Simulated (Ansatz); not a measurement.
Runs of Ansatz 0.2.0 on KF (Carobbiite). It takes space group Fm-3m (No. 225, cubic). The conventional cell has a = 5.344 Å, b = 5.344 Å, c = 5.344 Å, α = 90.00°, β = 90.00°, γ = 90.00°. K (site symmetry m-3m) is surrounded by 6 F at 2.67 Å. F (site symmetry m-3m) has 6 K at 2.67 Å as nearest neighbours. 

```csv
task,level,potentials or basis,spin,cell,k mesh,cutoff (eV),smearing,temperature,other keys,mesh quality,gap on the mesh (eV),pressure (GPa)
projected density of states,PBEsol0,Ansatz PAW,off,volume scaled by 1.04,6 × 6 × 6,420,cold 0.05 eV,-,-,not flagged,8.64,-2.2
atomic charges,revPBE+D4,Ansatz NC,off,as given,9 × 9 × 9,1320,fixed,-,-,not flagged,6.49,(b)
ladder of functionals,LDA,JTH PAW,off,as given,9 × 9 × 9,1500,gaussian 0.025 eV,-,-,not flagged,(a),-3.3
electrostatic potential,BLYP+D3(BJ),Ansatz PAW earlier set,"non-collinear, program default start",as given,9 × 9 × 9,1300,fermi-dirac 0.05 eV,-,-,not flagged,6.22,-0.9
single point,m-r2SCAN+D4,JTH PAW LDA,off,volume scaled by 1.04,9 × 9 × 9,1500,tetrahedron,-,scf.occupations.width = left out; scf.occupations.method = tetrahedron,not flagged,6.63,-1.7
```

Estimate the missing entries.

(a) 5.80; (b) 2.5.

Caveats: odd divisions of the mesh miss points on the zone boundary, where band edges often lie, so the gap on the mesh can be too wide (some runs); the PAW data sets come from PBE, with cores solved anew for the run's functional, which leaves a small shift of forces and pressure (some runs); the thresholds are loose for stress (some runs); the potentials were made for another functional, which shifts forces and pressure (some runs); with tetrahedron occupations forces and stress needn't match the slope of the energy (some runs).

A k mesh can miss the band edges.

Runs at the PBE level aren't shown here.
